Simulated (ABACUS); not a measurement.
Wanted: the native input for an ABACUS 3.10.1 run.

```yaml
Task: relaxation of cell and atoms
Functional: RPBE
Potentials_or_basis: Ansatz NC PBE
Cutoff: 1252 eV
Density_cutoff: 5007 eV
Basis: plane waves
k_mesh: 10 × 10 × 10
Occupations: fermi-dirac, width 0.05 eV
Spin: no spin polarisation
Max_steps_of_the_relaxation: 60
Force_threshold: 0.02 eV/Å
Optimiser: cg
Stress_threshold: 0.5 kbar
Radial_cutoff_of_the_potentials_pseudo_rcut: 10 bohr
SCF_threshold_on_the_density: 1e-08
Max_SCF_steps: 100
Eigensolver: dav
Mixing: broyden
Mixing_share: 0.7
Symmetry_key: 1
```

Crystal: Cu.

```
Cu
1.0
     0.00000    1.80750    1.80750
     1.80750    0.00000    1.80750
     1.80750    1.80750    0.00000
Cu
1
Cartesian
  0.0000 0.0000 0.0000
```

The input as run:

INPUT

```
INPUT_PARAMETERS
suffix              Cu
calculation         cell-relax
basis_type          pw
pseudo_dir          ./
symmetry            1
dft_functional      GGA_X_RPBE+GGA_C_PBE
ecutwfc             92
pseudo_rcut         10
nspin               1
nbands              14
ks_solver           dav
smearing_method     fd
smearing_sigma      0.00367493
scf_thr             1e-08
scf_nmax            100
mixing_type         broyden
mixing_beta         0.7
cal_force           1
cal_stress          1
relax_nmax          60
force_thr_ev        0.02
relax_method        cg
out_stru            1
stress_thr          0.5
kpar                4
```

STRU

```
ATOMIC_SPECIES
Cu 63.5460 Cu.upf

LATTICE_CONSTANT
1.8897261246

LATTICE_VECTORS
0.0000000000 1.8075000000 1.8075000000
1.8075000000 0.0000000000 1.8075000000
1.8075000000 1.8075000000 0.0000000000

ATOMIC_POSITIONS
Direct

Cu
0.0
1
0.0000000000 0.0000000000 0.0000000000 1 1 1
```

KPT

```
K_POINTS
0
Gamma
10 10 10 0 0 0
```

Potentials or basis: Ansatz NC PBE, plane waves.

The run is started by

```console
$ OMP_NUM_THREADS=1 mpirun -np 4 abacus > log
```

It gave:

```
Relaxed volume                         : 12.45 Å³/atom
Relaxed cell                           : a = 2.602 Å, b = 2.602 Å, c = 2.602 Å, α = 60.00°, β = 60.00°, γ = 60.00°
Space group after relaxing (to 0.05 Å) : Fm-3m (No. 225)
Energy gained by relaxing              : 14.6 meV/atom
Ionic steps                            : 5
Pressure after relaxing                : 0.0 GPa
Band gap on the k mesh                 : none (metal or under the smearing width)
```

Caveat: the potentials were made for another functional, which shifts forces and pressure.

It took 10 s on 4 MPI ranks on AMD EPYC 9R14 (Zen 4), with other jobs on the host, peak memory 0.36 GiB a rank.
